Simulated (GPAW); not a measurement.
# STM contrast on In2Se2 monolayer

What would a tunnelling microscope show on In2Se2 monolayer?

Main program and level: GPAW 26.7.0; GPAW, PAW setups; layer in a repeated cell with vacuum, relaxation of atoms and in-plane cell, in the first sound run; inputs show where later runs differ.

## 1. Set-up

The cell holds 4 atoms: 2 Se and 2 In. Its edges and angles: a = 4.134 Å, b = 4.134 Å, c = 19.143 Å, α = 90.0°, β = 90.0°, γ = 120.0°. Vacuum lies along c.

As a file:

```cif
data_structure
_symmetry_space_group_name_H-M 'P 1'
_symmetry_Int_Tables_number 1
_cell_length_a 4.1340
_cell_length_b 4.1340
_cell_length_c 19.1429
_cell_angle_alpha 90.000
_cell_angle_beta 90.000
_cell_angle_gamma 120.000
_cell_volume 283.32
loop_
_atom_site_label
_atom_site_type_symbol
_atom_site_fract_x
_atom_site_fract_y
_atom_site_fract_z
_atom_site_occupancy
Se1 Se 0.33333 0.66667 0.36567 1
In2 In 0.00000 0.00000 0.42582 1
In3 In 0.00000 0.00000 0.57418 1
Se4 Se 0.33333 0.66667 0.63433 1
```

## 2. Relaxing the atoms

Forces are removed first; all later runs use this geometry.

Contents of run.py:

```python
import json
import numpy as np
from ase import Atoms
from ase.filters import FrechetCellFilter
from ase.optimize import BFGS
from gpaw import GPAW, PW

slab = Atoms(
    ['Se', 'In', 'In', 'Se'],
    positions=[
        [-0.00000, 2.38677, 7.00000],
        [0.00000, 0.00000, 8.15145],
        [0.00000, 0.00000, 10.99145],
        [-0.00000, 2.38677, 12.14291]],
    cell=[[4.134, 0.0, 0.0], [-2.067, 3.58015, 0.0], [0.0, 0.0, 19.1429]],
    pbc=[True, True, True])

slab.calc = GPAW(mode=PW(600), xc='PBE', kpts={'size': (9, 9, 1), 'gamma': True},
                 occupations={'name': 'fermi-dirac', 'width': 0.05}, nbands='160%',
                 convergence={'density': 1e-05}, maxiter=200,
                 symmetry={'tolerance': 1e-3}, txt='slab.txt')
result = {}
# The in-plane cell is free; stress needs a cell that repeats along all three vectors
path = []
opt = BFGS(FrechetCellFilter(slab, mask=[1, 1, 0, 0, 0, 1]), maxstep=0.2)
opt.attach(lambda: path.append((slab.get_potential_energy(), slab.positions.tolist(), slab.get_forces().tolist())))
result['relaxed'] = bool(opt.run(fmax=0.02, steps=45))
result['path'] = path
result['cell'] = slab.cell.tolist()
print('in-plane lattice', slab.cell.cellpar().round(4)[[0, 1, 5]])
energy = slab.get_potential_energy()
fermi = slab.calc.get_fermi_level()
v = slab.calc.get_electrostatic_potential().mean((0, 1)) - fermi
n = slab.calc.get_pseudo_density().mean((0, 1))
L = slab.cell[2, 2]
z = np.arange(len(v)) * L / len(v)
low, high = slab.positions[:, 2].min(), slab.positions[:, 2].max()
below, above = np.interp([low - 4.8, high + 4.8], z, v)
slopes = [np.interp(x, z, np.gradient(v, z)) for x in (low - 4.8, high + 4.8)]
eps = np.array([[slab.calc.get_eigenvalues(k, s) for k in range(len(slab.calc.get_ibz_k_points()))]
                for s in range(slab.calc.get_number_of_spins())]) - fermi
top, bottom = eps[eps < 0].max(), eps[eps > 0].min()
dipole = slab.get_dipole_moment()[2]
print(f'energy {energy:.4f} eV, Fermi level {fermi:.4f} eV, dipole {dipole:.5f} e A')
print(f'potential 4.8 A off the faces, from the Fermi level: lower {below:.4f} eV, upper {above:.4f} eV')
print(f'slope of the potential there: lower {slopes[0]:.5f}, upper {slopes[1]:.5f} eV/A')
print(f'nearest levels on the mesh: {top:.4f} and {bottom:.4f} eV')
print('magnetic moment', round(slab.get_magnetic_moment(), 3))
result.update(energy=energy, fermi=fermi, dipole=dipole, below=below, above=above, slopes=slopes, edges=[top, bottom],
              z=z.tolist(), v=v.tolist(), n=n.tolist(), positions=slab.positions.tolist(),
              forces=slab.get_forces(apply_constraint=False).tolist(), moments=slab.get_magnetic_moments().tolist())
json.dump(result, open('result.json', 'w'))
```

Command:

```sh
OMP_NUM_THREADS=1 OPENBLAS_NUM_THREADS=1 python run.py
```

The log of the run:

```text
Step          Energy          fmax
BFGS:    0      -14.604194        0.590016
BFGS:    1      -14.620387        0.434153
BFGS:    2      -14.642888        0.151691
BFGS:    3      -14.644378        0.149022
BFGS:    4      -14.665222        0.034417
BFGS:    5      -14.665374        0.014636
in-plane lattice [  4.0773   4.0773 120.    ]
energy -14.6654 eV, Fermi level -0.9505 eV, dipole 0.00020 e A
potential 4.8 A off the faces, from the Fermi level: lower 5.1667 eV, upper 5.1665 eV
slope of the potential there: lower -0.00007, upper 0.00016 eV/A
nearest levels on the mesh: -0.7800 and 0.6451 eV
magnetic moment 0.0
```

Elapsed: 5 min, on 1 thread of Arm Neoverse V2, shared host; peak memory 0.41 GiB.

Numbers from this step:

```
dipole along the normal                    : 1.97e-4 e·Å
levels nearest the Fermi level on the mesh : -0.7800, 0.6451 eV from the Fermi level
```

The electrostatic potential energy of an electron (without an applied field's), less the Fermi level, planar mean oscillates, so the rows of the table below give means over windows of 1 Å about each position, cut where the curve ends. Its maxima inside the range that stand out by 2 % of the span (Å: eV): 7.5: -6.73, 9.6: 2.39, 11.6: -6.73. Its minima: 6.9: -13.0, 8.1: -12.3, 11.0: -12.3, 12.2: -13.0.

The electrostatic potential energy of an electron (without an applied field's), less the Fermi level, planar mean by z; means over each step:

z (Å), electrostatic potential energy of an electron (without an applied field's), less the Fermi level, planar mean (eV) and a bar from the least value:
```
        0        5.2 ##############################
        1        5.2 ##############################
        2        5.2 ##############################
        3        5.2 ##############################
        4        5.2 ##############################
        5        5.0 ##############################
        6        1.5 #######################
        7       -9.8 
        8       -9.9 
        9       -1.1 ##################
       10        0.2 ####################
       11       -9.9 
       12       -9.8 
       13       -0.2 ###################
       14        4.9 #############################
       15        5.1 ##############################
       16        5.2 ##############################
       17        5.2 ##############################
       18        5.2 ##############################
       19        5.2 ##############################
```

Table of pseudo valence density, planar mean by z:

z (Å), pseudo valence density, planar mean (e/Å³) and a bar:
```
      3.5      0.000 
      4.0      0.000 
      4.5      0.002 
      5.0      0.007 
      5.5      0.031 #
      6.0      0.120 ####
      6.5      0.266 ########
      7.0      0.215 #######
      7.5      0.410 #############
      8.0      0.864 ############################
      8.5      0.533 #################
      9.0      0.142 #####
      9.5      0.077 ##
     10.0      0.108 ###
     10.5      0.353 ###########
     11.0      0.939 ##############################
     11.5      0.468 ###############
     12.0      0.304 ##########
     12.5      0.235 #######
     13.0      0.167 #####
     13.5      0.046 #
     14.0      0.011 
     14.5      0.002 
     15.0      0.001 
     15.5      0.000 
     16.0      0.000
```

The relaxation lowered the energy of the cell by 0.0612 eV (energies extrapolated to zero smearing; the optimiser's log prints free energies). The largest force left on a free atom is 0.010 eV/Å.

## 3. The slab's potential

With the geometry fixed, the planar mean of the potential gives the vacuum level on each side.

This step: GPAW, PAW setups; slab in vacuum (GPAW 26.7.0).

The cell differs from the one that the last finished run ended in (c 19.143 → 19.372 Å).

Contents of run.py:

```python
import json
import numpy as np
from ase import Atoms
from ase.dft.stm import STM
from gpaw import GPAW, PW

slab = Atoms(
    ['Se', 'In', 'In', 'Se'],
    positions=[
        [-0.00000, 2.35402, 7.00000],
        [0.00000, 0.00000, 8.27597],
        [-0.00000, 0.00000, 11.09604],
        [-0.00000, 2.35402, 12.37202]],
    cell=[[4.07728, 0.0, 0.0], [-2.03864, 3.53103, 0.0], [0.0, 0.0, 19.372]],
    pbc=[True, True, False])

slab.calc = GPAW(mode=PW(400), xc='PBE', kpts={'size': (9, 9, 1), 'gamma': True},
                 occupations={'name': 'fermi-dirac', 'width': 0.05}, nbands='160%',
                 convergence={'density': 1e-05}, maxiter=200,
                 poissonsolver={'dipolelayer': 'xy'},
                 symmetry={'tolerance': 1e-3}, txt='slab.txt')
result = {}
energy = slab.get_potential_energy()
fermi = slab.calc.get_fermi_level()
v = slab.calc.get_electrostatic_potential().mean((0, 1)) - fermi
n = slab.calc.get_pseudo_density().mean((0, 1))
L = slab.cell[2, 2]
z = np.arange(len(v)) * L / len(v)
low, high = slab.positions[:, 2].min(), slab.positions[:, 2].max()
below, above = np.interp([low - 4.8, high + 4.8], z, v)
slopes = [np.interp(x, z, np.gradient(v, z)) for x in (low - 4.8, high + 4.8)]
eps = np.array([[slab.calc.get_eigenvalues(k, s) for k in range(len(slab.calc.get_ibz_k_points()))]
                for s in range(slab.calc.get_number_of_spins())]) - fermi
top, bottom = eps[eps < 0].max(), eps[eps > 0].min()
dipole = slab.get_dipole_moment()[2]
print(f'energy {energy:.4f} eV, Fermi level {fermi:.4f} eV, dipole {dipole:.5f} e A')
print(f'potential 4.8 A off the faces, from the Fermi level: lower {below:.4f} eV, upper {above:.4f} eV')
print(f'slope of the potential there: lower {slopes[0]:.5f}, upper {slopes[1]:.5f} eV/A')
print(f'nearest levels on the mesh: {top:.4f} and {bottom:.4f} eV')
print('magnetic moment', round(slab.get_magnetic_moment(), 3))
result.update(energy=energy, fermi=fermi, dipole=dipole, below=below, above=above, slopes=slopes, edges=[top, bottom],
              z=z.tolist(), v=v.tolist(), n=n.tolist(), positions=slab.positions.tolist(),
              forces=slab.get_forces(apply_constraint=False).tolist(), moments=slab.get_magnetic_moments().tolist())

# Images need the states of the whole zone, up to time reversal
slab.calc = slab.calc.fixed_density(symmetry={'point_group': False}, txt='states.txt', nbands='220%',
                                    convergence={'bands': 'CBM+0.8'})
stm = STM(slab)
result['stm'] = []
for bias in [-0.5, 0.5]:
    height = high + 3.0
    current = stm.get_averaged_current(bias, height)
    x, y, h = stm.scan(bias, current)
    i, f = divmod(height / L * stm.ldos.shape[2], 1)
    I = abs((1 - f) * stm.ldos[:, :, int(i)] + f * stm.ldos[:, :, int(i) + 1])
    print(f'bias {bias} V: mean current at 3.0 A {current:.4e}, corrugation {np.ptp(h):.4f} A')
    result['stm'].append(dict(bias=bias, current=current, h=(h - high).tolist(), I=I.tolist()))
json.dump(result, open('result.json', 'w'))
```

The log of the run:

```text
energy -14.3585 eV, Fermi level -1.0018 eV, dipole 0.00032 e A
potential 4.8 A off the faces, from the Fermi level: lower 5.1705 eV, upper 5.1678 eV
slope of the potential there: lower -0.00018, upper 0.00018 eV/A
nearest levels on the mesh: -0.7786 and 0.6438 eV
magnetic moment 0.0
bias -0.5 V: mean current at 3.0 A 0.0000e+00, corrugation 0.0000 A
bias 0.5 V: mean current at 3.0 A 0.0000e+00, corrugation 0.0000 A
```

It took 97 s on 1 thread; peak memory 0.45 GiB.

This step gave:

- dipole along the normal: 3.24e-4 e·Å
- levels nearest the Fermi level on the mesh: -0.7786, 0.6438 eV from the Fermi level
- upper work function: 5.168 eV
- lower work function: 5.171 eV
- upper ionisation energy: 5.946 eV

The electrostatic potential energy of an electron (without an applied field's), less the Fermi level, planar mean by z:

| z (Å) | electrostatic potential energy of an electron (without an applied field's), less the Fermi level, planar mean (eV) |
| --- | --- |
| 0.0 | 5.17 |
| 0.5 | 5.17 |
| 1.0 | 5.17 |
| 1.5 | 5.17 |
| 2.0 | 5.17 |
| 2.5 | 5.17 |
| 3.0 | 5.17 |
| 3.5 | 5.17 |
| 4.0 | 5.16 |
| 4.5 | 5.15 |
| 5.0 | 5.07 |
| 5.5 | 4.72 |
| 6.0 | 3.20 |
| 6.5 | -2.79 |
| 7.0 | -13.0 |
| 7.5 | -7.26 |
| 8.0 | -10.2 |
| 8.5 | -10.1 |
| 9.0 | -1.37 |
| 9.5 | 2.14 |
| 10.0 | 1.70 |
| 10.5 | -3.21 |
| 11.0 | -11.8 |
| 11.5 | -8.53 |
| 12.0 | -8.72 |
| 12.5 | -11.5 |
| 13.0 | -0.485 |
| 13.5 | 3.81 |
| 14.0 | 4.86 |
| 14.5 | 5.10 |
| 15.0 | 5.15 |
| 15.5 | 5.16 |
| 16.0 | 5.17 |
| 16.5 | 5.17 |
| 17.0 | 5.17 |
| 17.5 | 5.17 |
| 18.0 | 5.17 |
| 18.5 | 5.17 |
| 19.0 | 5.17 |

The pseudo valence density, planar mean oscillates, so the rows of the table below give means over windows of 1.51 Å about each position, cut where the curve ends. Its maxima inside the range that stand out by 2 % of the span (Å: e/Å³): 6.7: 0.263, 8.2: 0.938, 11.2: 0.938, 12.7: 0.263. Its minima: 6.9: 0.184, 9.7: 0.0750, 12.5: 0.184.

Pseudo valence density, planar mean against z; means over each step:

| z (Å) | pseudo valence density, planar mean (e/Å³) |
| --- | --- |
| 2.27 | 3.9e-6 |
| 3.78 | 2.9e-4 |
| 5.29 | 0.0239 |
| 6.80 | 0.237 |
| 8.31 | 0.571 |
| 9.82 | 0.123 |
| 11.33 | 0.594 |
| 12.84 | 0.187 |
| 14.35 | 0.0115 |
| 15.86 | 1.4e-4 |
| 17.37 | 2.0e-6 |

The layer is gapped, so the Fermi level lies somewhere inside the gap, set by smearing and numerics, and these work functions are no property of the material; the band edges below the vacuum level are. The potential is flat to 1.8e-4 eV/Å where it is read, so the vacuum is wide enough. At -0.5 and 0.5 V the search found no usable constant-current contour near the set height, since the window lies inside the gap and carries no current, so the printed corrugation is no image; it is left out.

## 4. Summary of results

| Item | Value |
| --- | --- |
| work function, both faces (Fermi level placed in the gap by the smearing) | 5.17 eV |
| ionisation energy from the upper face (highest filled level on the mesh) | 5.95 eV |
| electron affinity from the upper face (lowest empty Kohn-Sham level on the mesh) | 4.52 eV |
| dipole along the normal | 3.2e-4 e Å |

**Reading.** With plane waves and PBE the ionisation energy from the upper face is 5.95 eV and the Kohn-Sham electron affinity 4.52 eV. The levels nearest the Fermi level on the mesh lie 1.42 eV apart, so the slab is gapped there: the smearing puts the Fermi level inside the gap, and from either face the ionisation energy is the work function plus 0.78 eV. Both are Kohn-Sham levels on the mesh, and semilocal gaps are too small, so the affinity tends to come out too large and the ionisation energy too small. The small printed dipole stands for a step of -4.1 meV from the lower to the upper face, and the probes find -2.7 meV; values this small are near the numerical noise of both. The layer's cell and atoms come from the relaxation; spin-orbit coupling and temperature are left out.

[Logs are printed without paths, hosts, clocks, repeated set-up lines and the standing remarks that a program may print on its own settings, such as how far it seeks lower states.]

[Hosts, paths, dates, database ids (printed as entryN), source tags and the programs' standing remarks are cut or masked in the printed files.]
